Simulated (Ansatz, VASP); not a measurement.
**Two plane-wave programs on ZnO (zincite)**

```
CELL_PARAMETERS angstrom
3.24931 0.00000 0.00000
-1.62465 2.81398 0.00000
0.00000 0.00000 5.20571
ATOMIC_POSITIONS crystal
Zn 0.66667 0.33333 0.00000
Zn 0.33333 0.66667 0.50000
O 0.33333 0.66667 0.87901
O 0.66667 0.33333 0.37901
```

Alike in both runs: task single point; functional r2SCAN; k mesh 9 × 9 × 5; occupations fermi-dirac, width 0.05 eV; no spin polarisation.

```csv
,VASP,Ansatz
version,VASP 6.6.1,Ansatz 0.2.0
potentials or method,"VASP PAW PBE potentials, release 64 (Zn, O)",Ansatz PAW
plane-wave cutoff (eV),520,500
valence electrons in the cell,36,36
```

```tsv
	VASP	Ansatz	Ansatz less VASP
gap on the k mesh at the Fermi level (eV)	1.23	1.23	+0.004
least direct gap on the mesh (eV)	1.23	1.23	+0.004
pressure (GPa)	-0.2	-1.1	-0.93
largest component of the traceless stress (GPa)	1.16	1.03	-0.129
rms of the force components (eV/Å)	0.050	0.040	-0.0093
```

Atom by atom the forces differ by 0.009 eV/Å (rms over components).

Caveats: the PAW data sets were made with another functional, which shifts forces and pressure a little (VASP); odd divisions of the mesh miss points on the zone boundary, where band edges often lie, so the gap on the mesh can be too wide (Ansatz); the PAW data sets come from PBE, with cores solved anew for the run's functional, which leaves a small shift of forces and pressure (Ansatz). r2SCAN opens gaps a little over a GGA but as a rule still falls short of measured ones.
